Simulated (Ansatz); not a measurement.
**Al (hP4 type): how the settings move a single-point run**

How sensitive is a single-point run of Al (hP4 type) to its settings? A reference run comes first, then one run with altered input.

Computed with Ansatz 0.2.0 (reference: DFT, PBE, PAW with Ansatz's default frozen-core files, scalar-relativistic, unless a step's input says otherwise).

1 further run of the same task is left out (it didn't finish).

**1. The system as given**

The structure is hexagonal, space group P6_3/mmc (No. 194). Conventional cell: a = 3.585 Å, b = 3.585 Å, c = 4.688 Å, α = 90.00°, β = 90.00°, γ = 120.00°. Around Al (site symmetry -3m) lie 8 Al at 2.34 to 2.38 Å. Al (site symmetry -6m2) has 6 Al at 2.38 Å as nearest neighbours.

As a file:

```
Al
1.0
     3.58474    0.00000    0.00000
    -1.79237    3.10447    0.00000
     0.00000    0.00000    4.68830
Al
4
Cartesian
  0.0000 0.0000 0.0000
  0.0000 0.0000 2.3441
  0.0000 2.0696 1.1721
  1.7924 1.0348 3.5162
```

**2. The reference run**

input.yaml

```yaml
crystal:
  lattice:
    - [3.5847388344, 0.0, 0.0]
    - [-1.7923694172, 3.1044748965, 0.0]
    - [0.0, 0.0, 4.688298693]
  atoms:
    - { symbol: Al, position: [0.0, 0.0, 0.0] }
    - { symbol: Al, position: [0.0, 0.0, 0.5] }
    - { symbol: Al, position: [0.3333333333, 0.6666666667, 0.25] }
    - { symbol: Al, position: [0.6666666667, 0.3333333333, 0.75] }
kpoints:
  mp_grid: { grid: [10, 10, 7] }
  band_path:
    path:
      - [0.0, 0.0, 0.0]
      - [0.5, 0.0, 0.0]
      - [0.3333333333, 0.3333333333, 0.0]
      - [0.0, 0.0, 0.0]
      - [0.0, 0.0, 0.5]
      - [0.5, 0.0, 0.5]
      - [0.3333333333, 0.3333333333, 0.5]
      - [0.0, 0.0, 0.5]
      - [0.5, 0.0, 0.5]
    npoints: 8
scf:
  occupations: { method: fermi_dirac, width: 0.05 }
hamiltonian:
  xc: pbe
  pseudopotentials: { kind: paw }
output:
  forces: true
  stress: true
  eigenvalues: true
  populations: true
  dos: { projected: true, de: 0.2, e_range: [-14, 8] }
```

Started as:

```bash
> ansatz run input.yaml --threads 1 --pin off --max-ram 3072MiB --backend cpu --events-out ev --progress --plain --runs-dir out
```

**3. Variant: n_extra_bands 8**

Changes to input.yaml since step 2:

```diff
@@ -26,2 +26,3 @@
   occupations: { method: fermi_dirac, width: 0.05 }
+  n_extra_bands: 8
 hamiltonian:
@@ -34,2 +35 @@
   populations: true
-  dos: { projected: true, de: 0.2, e_range: [-14, 8] }
```

**Question.** What will these runs give? Wanted: for each run, ending; energy change; pressure; gap; force.

The runs gave:

| run | ending | energy change | pressure (GPa) | gap (eV) | force (eV/Å) | cycles | time |
| --- | --- | --- | --- | --- | --- | --- | --- |
| reference | converged | 0 | 62.9 | 0.00 | 0.00 | 6 | 2.7 s |
| 1: n_extra_bands 8 | converged | 0.0 meV/atom | 62.9 | 0.00 | 0.00 | 6 | 2.9 s |

Times don't compare one to one where runs were asked for different outputs or read a saved state (see the inputs); cycles may leave out searches for a lower state.

Residual by cycle in the longest SCF loop of each run; runs are numbered as in the table. The quantity is the density residual dr2, in eV.

| cycle | reference | run 1 |
| --- | --- | --- |
| 1 | 0.00319 | 0.003 |
| 2 | 0.001 | 0.00104 |
| 3 | 2.1e-6 | 6.1e-6 |
| 4 | 3.6e-8 | 1.7e-7 |
| 5 | 1.9e-10 | 1.2e-8 |
| 6 | 1.4e-11 | 5.6e-10 |

**Reading.** Energy and cycle count are those of the reference, so the change (band count) left the result and the number of cycles as they were. The structure is not at rest: the sound run finds 63 GPa, so these are no properties of the relaxed crystal. 
